### The choice at stake

Before computing defects, surfaces or strain in SiC, someone must choose the functional that sets the cell. Once a dispersion correction is switched on, the familiar ranking of functionals by lattice size can mislead. Without dispersion, revPBE and RPBE are known to give larger cells than PBE. With D4 they give the two smallest cells here.

VASP 6.6.1, plane-wave DFT with D4 dispersion, without spin polarisation: zinc-blende SiC, 2-atom primitive cell, with cell and atoms relaxed. All rows use the recommended VASP PAW PBE potentials, a 600 eV cutoff, a 10 × 10 × 10 k mesh and Fermi-Dirac smearing of 0.05 eV. Volume changes are relative to the supplied cell; a is the primitive-cell edge.

```csv
functional,volume change (%),relaxed length a (Å)
PBE,-0.570,3.076
PBEsol,-1.090,3.070
revPBE,-1.810,3.063
RPBE,-1.960,3.061
BLYP,-0.200,3.079
```

The volume change counts from one supplied cell, so it compares functionals but does not grade their accuracy. The relaxed length is that of the primitive cell vectors, which symmetry keeps equal; multiplied by $\sqrt2$, it gives the cubic edge. That edge runs from 4.33 Å with RPBE to 4.35 Å with BLYP.

### The tempting answer: looser exchange, larger cell

Gradient-corrected exchange gains energy where the density changes quickly over the local electron wavelength. Stretching a crystal creates more of such regions, so a functional that rewards them strongly favours a larger cell. At a reduced gradient of 1 the enhancement factor of exchange is 1.17 for PBE, 1.18 for BLYP, 1.19 for both revPBE and RPBE, and only about 1.1 for PBEsol.

This agrees with the smaller cell of PBEsol compared with PBE. For revPBE and RPBE it predicts the wrong direction: their volumes lie 1.2 and 1.4 percentage points below that of PBE. Loose relaxation is not to blame, since the residual pressures correspond to at most 0.04 % in volume.

### The second answer: more dispersion energy, smaller cell

The D4 energy per cell is −0.66 eV with PBE, −1.32 eV with revPBE and −1.46 eV with RPBE, and the volume shrinks in the same order. A straight line of volume change against D4 energy, fitted to these three rows, describes them well, though two constants for three points prove little.

The other two rows break it. BLYP has almost the D4 energy of revPBE, yet its volume is 1.6 points larger. PBEsol has the weakest D4 energy, yet a smaller cell than PBE. The depth of the dispersion energy alone therefore does not set the volume.

### How hard D4 pulls

A cell contracts only if its energy falls on contraction. Two limits show what this means for D4. If damping made the dispersion energy flat around the equilibrium volume, even a very deep energy would exert no pull. If the same energy came from an attraction without damping, its leading part would go as $-1/r^6$ for atoms at distance $r$; since the volume $V$ goes as $r^3$, the dispersion energy $E$ would go as $-1/V^2$. Its inward pressure would then be

$$P=\frac{2|E|}{V}.$$

For revPBE, $|E|=1.32$ eV and $V=20.3$ Å$^3$ per cell give $P=0.13$ eV/Å$^3$, or about 21 GPa. The crystal resists with its bulk modulus $B$. The energy gained during relaxation, $B(\Delta V)^2/(2V)$ for a volume change $\Delta V$, yields $B\approx219$ GPa as the mean of revPBE and RPBE. The undamped contraction in linear elasticity is $P/B$, between 9 and 10 %, somewhat too much because the crystal stiffens under such a pressure; the same steps give nearly 5 % for PBE.

Real D4 is expected near the middle. Its damping radii exceed the 1.9 Å bond: for BLYP the constant part alone is about 4 bohr, more than 2 Å. The nearest pairs are flattened, and the energy, its $1/r^8$ part included, follows the number of neighbours within range, which goes as $1/V$. That gives $P\approx|E|/V$, about half the undamped pull, with little dependence on the functional. To place revPBE 1.2 points below PBE, D4 must shrink it by at least that much more than it shrinks PBE. About a quarter of the undamped pull would supply this difference, if the same share acted in both functionals. Any larger share leaves revPBE with the larger cell once D4 is removed, as is known for the bare functionals.

A share of one half clears that threshold: it shrinks revPBE by about 4.7 % and PBE by about 2.4 %, and leaves bare revPBE the larger by roughly one point. This makes the reversal expected without measuring it. The share was not computed in these runs, and the change of the D4 coefficients with coordination and the three-body term can shift it.

### Why the correction outweighs the loosening

The two effects are linked. Exchange that loosens a lattice also leaves molecules too weakly bound to each other, so the D4 parameters fitted for such a functional must supply more attraction. That fit rests mainly on molecules. In a dense crystal, where each atom has many neighbours within range, the added attraction can exceed the loosening it was meant to offset, and this is the likely reason why revPBE and RPBE end up below PBE.

The exceptions follow from the same balance. PBEsol starts from a short bare lattice, so it needs little D4 pull to end below PBE. BLYP starts from a long one, to which its different correlation probably contributes, and ends up largest despite a strong D4 term. At a share of one half its pull, about 4.6 %, nearly equals that of revPBE, so almost all of BLYP's lead is expected to come from the bare lattice. The straight line fails because the starting lattices differ, not because depth says nothing about pull. The PBE potentials used in every row may also shift the other functionals slightly.

### Using the result

For a neighbouring functional, two questions give a first guess: how long is its lattice without dispersion, and how deep is its D4 energy? In a dense crystal the depth gives a first estimate of the pull, about $|E|/(VB)$, but says nothing about the lattice it starts from. Relaxing each cell again without D4 would separate the two parts and test the explanation directly. The printed analysis below gives the estimates for each row and the misses of the straight line.

Numerical output:

```
The rivals side by side:
     row  volume change %  cubic edge A  exchange enhancement  D4 energy eV per cell  undamped D4 contraction %
     PBE            -0.57          4.35                 1.173                -0.6617                      4.711
  PBEsol            -1.09         4.342                 1.104                -0.3755                      2.688
  revPBE            -1.81         4.332                 1.186                 -1.316                      9.489
    RPBE            -1.96         4.329                 1.192                 -1.455                      10.51
    BLYP             -0.2         4.354                 1.178                 -1.284                      9.108
revPBE volume below PBE, percentage points: 1.24
RPBE volume below PBE, percentage points: 1.39
RPBE volume below revPBE, percentage points: 0.15
PBEsol volume below PBE, percentage points: 0.52
BLYP volume above revPBE, percentage points: 1.61
D4 energy of revPBE less that of BLYP, eV per cell: -0.03212
correlation of volume change with D4 energy, five rows: 0.3773
bulk modulus from the relaxation energies, GPa: 218.7
largest volume error from residual pressure, %: 0.04137
extra inward pressure needed to put revPBE below PBE, GPa: 2.712
share of undamped pull above which bare revPBE exceeds bare PBE: 0.2595
share of undamped pull above which bare RPBE exceeds bare revPBE: 0.1468
fit of volume_change on 3 rows (mu*[1, 1, 1, 1, 0] > 0.2): constant 0.6087 +/- 0.14, coefficient of ed 1.796 +/- 0.12; rms 0.0415, worst revPBE 0.055, leave-one-out rms 0.321
  rows outside the fit (model, value, miss): PBEsol -0.06566, -1.09, 1.02; BLYP -1.697, -0.2, -1.5
```
